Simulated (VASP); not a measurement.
# AlN (F-43m) in VASP: a series of runs, part 2 of 2

VASP 6.6.1.

**3. Band structure, PBEsol**

Input file INCAR:

```
  PREC = Accurate
  ENCUT = 520
  EDIFF = 1E-7
  ISMEAR = 0
  SIGMA = 0.02
  LREAL = False
  LASPH = True
  NELM = 100
  ALGO = Normal
  ISIF = 2
  LWAVE = False
  LCHARG = False
  GGA = PS
  NBANDS = 11
```

Input file KPOINTS:

```
regular mesh
0
Gamma
  10 10 10
```

Input file POSCAR:

```
AlN
1.0
    0.0000000000      2.1839935596      2.1839935596
    2.1839935596      0.0000000000      2.1839935596
    2.1839935596      2.1839935596      0.0000000000
Al N
1 1
Direct
    0.0000000000      0.0000000000      0.0000000000
    0.2500000000      0.2500000000      0.2500000000
```

Input file KPOINTS_OPT:

```
path GXWKGLUWLK,UX
20
line-mode
reciprocal
 0.0000000000  0.0000000000  0.0000000000  G
 0.5000000000  0.0000000000  0.5000000000  X

 0.5000000000  0.0000000000  0.5000000000  X
 0.5000000000  0.2500000000  0.7500000000  W

 0.5000000000  0.2500000000  0.7500000000  W
 0.3750000000  0.3750000000  0.7500000000  K

 0.3750000000  0.3750000000  0.7500000000  K
 0.0000000000  0.0000000000  0.0000000000  G

 0.0000000000  0.0000000000  0.0000000000  G
 0.5000000000  0.5000000000  0.5000000000  L

 0.5000000000  0.5000000000  0.5000000000  L
 0.6250000000  0.2500000000  0.6250000000  U

 0.6250000000  0.2500000000  0.6250000000  U
 0.5000000000  0.2500000000  0.7500000000  W

 0.5000000000  0.2500000000  0.7500000000  W
 0.5000000000  0.5000000000  0.5000000000  L

 0.5000000000  0.5000000000  0.5000000000  L
 0.3750000000  0.3750000000  0.7500000000  K

 0.6250000000  0.2500000000  0.6250000000  U
 0.5000000000  0.0000000000  0.5000000000  X
```

Potentials or basis: VASP PAW PBE potentials, release 64 (Al, N).

The run is started by

```console
$ cat potpaw_PBE.64/Al/POTCAR potpaw_PBE.64/N/POTCAR > POTCAR
$ mpirun -np 1 vasp_std > vasp.out
```

Wall time 16 s (1 thread of Intel Xeon Platinum 8488C (Sapphire Rapids), shared host); peak memory 0.14 GiB.

It converged, with:

```
Free energy             : -15.6107 eV
Pressure                : 1.3 GPa
Band gap on the k mesh  : 3.19 eV, indirect (least direct gap 4.13 eV)
Band gap along the path : 3.19 eV, indirect (least direct gap 4.13 eV)
```

Levels at the corners of the path, in eV from the valence-band top:
| point | band 1 | band 2 | band 3 | band 4 | band 5 | band 6 | band 7 | band 8 |
| --- | --- | --- | --- | --- | --- | --- | --- | --- |
| Γ | -14.96 | 0.00 | 0.00 | 0.00 | 4.13 | 12.47 | 12.47 | 12.47 |
| X | -12.23 | -4.95 | -1.79 | -1.79 | 3.19 | 8.48 | 13.87 | 15.63 |
| X | -12.23 | -4.95 | -1.79 | -1.79 | 3.19 | 8.48 | 13.87 | 15.63 |
| W | -12.17 | -3.80 | -3.49 | -2.74 | 5.94 | 11.27 | 11.88 | 12.14 |
| W | -12.17 | -3.80 | -3.49 | -2.74 | 5.94 | 11.27 | 11.88 | 12.14 |
| K | -12.25 | -4.29 | -3.68 | -1.38 | 5.05 | 9.99 | 13.00 | 14.07 |
| K | -12.25 | -4.29 | -3.68 | -1.38 | 5.05 | 9.99 | 13.00 | 14.07 |
| Γ | -14.96 | 0.00 | 0.00 | 0.00 | 4.13 | 12.47 | 12.47 | 12.47 |
| Γ | -14.96 | 0.00 | 0.00 | 0.00 | 4.13 | 12.47 | 12.47 | 12.47 |
| L | -12.87 | -5.91 | -0.48 | -0.48 | 7.29 | 9.77 | 11.04 | 11.04 |
| L | -12.87 | -5.91 | -0.48 | -0.48 | 7.29 | 9.77 | 11.04 | 11.04 |
| U | -12.25 | -4.29 | -3.68 | -1.38 | 5.05 | 9.99 | 13.00 | 14.07 |
| U | -12.25 | -4.29 | -3.68 | -1.38 | 5.05 | 9.99 | 13.00 | 14.07 |
| W | -12.17 | -3.80 | -3.49 | -2.74 | 5.94 | 11.27 | 11.88 | 12.14 |
| W | -12.17 | -3.80 | -3.49 | -2.74 | 5.94 | 11.27 | 11.88 | 12.14 |
| L | -12.87 | -5.91 | -0.48 | -0.48 | 7.29 | 9.77 | 11.04 | 11.04 |
| L | -12.87 | -5.91 | -0.48 | -0.48 | 7.29 | 9.77 | 11.04 | 11.04 |
| K | -12.25 | -4.29 | -3.68 | -1.38 | 5.05 | 9.99 | 13.00 | 14.07 |
| U | -12.25 | -4.29 | -3.68 | -1.38 | 5.05 | 9.99 | 13.00 | 14.07 |
| X | -12.23 | -4.95 | -1.79 | -1.79 | 3.19 | 8.48 | 13.87 | 15.63 |

Caveat: the PAW data sets were made with another functional, which shifts forces and pressure a little.

**4. Band structure, r2SCAN**

INCAR, as its differences from that of step 3:

```diff
@@ -12,3 +12,4 @@
   LCHARG = False
-  GGA = PS
+  METAGGA = R2SCAN
+  LMIXTAU = True
   NBANDS = 11
```

KPOINTS is that of step 3.

POSCAR is that of step 3.

KPOINTS_OPT is that of step 3.

The run is started by

```console
$ cat potpaw_PBE.64/Al/POTCAR potpaw_PBE.64/N/POTCAR > POTCAR
$ mpirun -np 1 vasp_std > vasp.out
```

Wall time 76 s (1 thread of Intel Xeon Platinum 8488C (Sapphire Rapids), shared host); peak memory 0.14 GiB.

It converged, with:

* Free energy: -19.1797 eV
* Pressure: -0.1 GPa
* Band gap on the k mesh: 3.93 eV, indirect (least direct gap 4.89 eV)
* Band gap along the path: 3.93 eV, indirect (least direct gap 4.89 eV)

Levels at the corners of the path, in eV from the valence-band top:
```csv
point,band 1,band 2,band 3,band 4,band 5,band 6,band 7,band 8,band 9
Γ,-15.74,0.00,0.00,0.00,4.89,13.52,13.52,13.52,18.53
X,-13.10,-4.95,-1.81,-1.81,3.93,9.48,15.20,16.95,16.95
X,-13.10,-4.95,-1.81,-1.81,3.93,9.48,15.20,16.95,16.95
W,-13.05,-3.78,-3.49,-2.68,6.71,12.36,12.88,13.30,18.51
W,-13.05,-3.78,-3.49,-2.68,6.71,12.36,12.88,13.30,18.51
K,-13.12,-4.28,-3.65,-1.39,5.83,11.02,14.24,15.19,16.33
K,-13.12,-4.28,-3.65,-1.39,5.83,11.02,14.24,15.19,16.33
Γ,-15.74,0.00,0.00,0.00,4.89,13.52,13.52,13.52,18.53
Γ,-15.74,0.00,0.00,0.00,4.89,13.52,13.52,13.52,18.53
L,-13.73,-5.90,-0.49,-0.49,8.21,10.83,11.94,11.94,19.33
L,-13.73,-5.90,-0.49,-0.49,8.21,10.83,11.94,11.94,19.33
U,-13.12,-4.28,-3.65,-1.39,5.83,11.02,14.24,15.19,16.33
U,-13.12,-4.28,-3.65,-1.39,5.83,11.02,14.24,15.19,16.33
W,-13.05,-3.78,-3.49,-2.68,6.71,12.36,12.88,13.30,18.51
W,-13.05,-3.78,-3.49,-2.68,6.71,12.36,12.88,13.30,18.51
L,-13.73,-5.90,-0.49,-0.49,8.21,10.83,11.94,11.94,19.33
L,-13.73,-5.90,-0.49,-0.49,8.21,10.83,11.94,11.94,19.33
K,-13.12,-4.28,-3.65,-1.39,5.83,11.02,14.24,15.19,16.33
U,-13.12,-4.28,-3.65,-1.39,5.83,11.02,14.24,15.19,16.33
X,-13.10,-4.95,-1.81,-1.81,3.93,9.48,15.20,16.95,16.95
```

Caveat: the PAW data sets were made with another functional, which shifts forces and pressure a little. r2SCAN opens gaps a little over a GGA but as a rule still falls short of measured ones.

**5. Band structure, TB-mBJ**

POSCAR is that of step 4.

Input file INCAR.step1:

```
  PREC = Accurate
  ENCUT = 520
  EDIFF = 1E-5
  ISMEAR = 0
  SIGMA = 0.02
  LREAL = False
  LASPH = True
  NELM = 100
  ALGO = Normal
  ISIF = 2
  LWAVE = True
  LCHARG = False
  NBANDS = 11
  GGA = PE
```

Input file INCAR.step2:

```
  PREC = Accurate
  ENCUT = 520
  EDIFF = 1E-7
  ISMEAR = 0
  SIGMA = 0.02
  LREAL = False
  LASPH = True
  NELM = 100
  ALGO = Normal
  ISIF = 2
  LWAVE = False
  LCHARG = False
  METAGGA = MBJ
  NBANDS = 11
  ISTART = 1
```

KPOINTS is that of step 4.

KPOINTS_OPT is that of step 4.

The run is started by

```console
$ cat potpaw_PBE.64/Al/POTCAR potpaw_PBE.64/N/POTCAR > POTCAR
$ cp INCAR.step1 INCAR
$ mpirun -np 1 vasp_std > vasp.out
$ cp INCAR.step2 INCAR
$ mpirun -np 1 vasp_std > vasp.out
```

It took 54 s on 1 thread of Intel Xeon Platinum 8488C (Sapphire Rapids), shared host; peak memory 0.15 GiB.

The run converged. Its results:

```
Band gap on the k mesh  : 4.82 eV, indirect (least direct gap 5.33 eV)
Band gap along the path : 4.82 eV, indirect (least direct gap 5.33 eV)
```

Levels at the corners of the path, in eV from the valence-band top:
```csv
point,band 2,band 3,band 4,band 5,band 6,band 7
Γ,0.00,0.00,0.00,5.33,13.69,13.69
X,-4.63,-1.73,-1.73,4.82,9.83,15.57
X,-4.63,-1.73,-1.73,4.82,9.83,15.57
W,-3.59,-3.22,-2.43,7.42,12.74,13.36
W,-3.59,-3.22,-2.43,7.42,12.74,13.36
K,-4.01,-3.35,-1.34,6.59,11.35,14.53
K,-4.01,-3.35,-1.34,6.59,11.35,14.53
Γ,0.00,0.00,0.00,5.33,13.69,13.69
Γ,0.00,0.00,0.00,5.33,13.69,13.69
L,-5.45,-0.50,-0.50,8.56,11.44,12.43
L,-5.45,-0.50,-0.50,8.56,11.44,12.43
U,-4.01,-3.35,-1.34,6.59,11.35,14.53
U,-4.01,-3.35,-1.34,6.59,11.35,14.53
W,-3.59,-3.22,-2.43,7.42,12.74,13.36
W,-3.59,-3.22,-2.43,7.42,12.74,13.36
L,-5.45,-0.50,-0.50,8.56,11.44,12.43
L,-5.45,-0.50,-0.50,8.56,11.44,12.43
K,-4.01,-3.35,-1.34,6.59,11.35,14.53
U,-4.01,-3.35,-1.34,6.59,11.35,14.53
X,-4.63,-1.73,-1.73,4.82,9.83,15.57
```

Caveat: the PAW data sets were made with another functional, which shifts forces and pressure a little.

**6. Summary**

| level | potentials or basis | gap on the mesh (eV) | pressure (GPa) |
| --- | --- | --- | --- |
| LDA | VASP PAW LDA potentials, release 64 (Al, N) | 3.22 | -3.0 |
| PBEsol | VASP PAW PBE potentials, release 64 (Al, N) | 3.19 | 1.3 |
| r2SCAN | VASP PAW PBE potentials, release 64 (Al, N) | 3.93 | -0.1 |
| TB-mBJ | VASP PAW PBE potentials, release 64 (Al, N) | 4.82 | - |

Alike in all rows: task band structure; no spin polarisation; cell as given; k mesh 10 × 10 × 10; cutoff (eV) 520; smearing gaussian 0.02 eV.

Caveats: the PAW data sets were made with another functional, which shifts forces and pressure a little (some runs).

Total energies depend on the potentials used, so only differences within one code and one set of settings carry meaning.
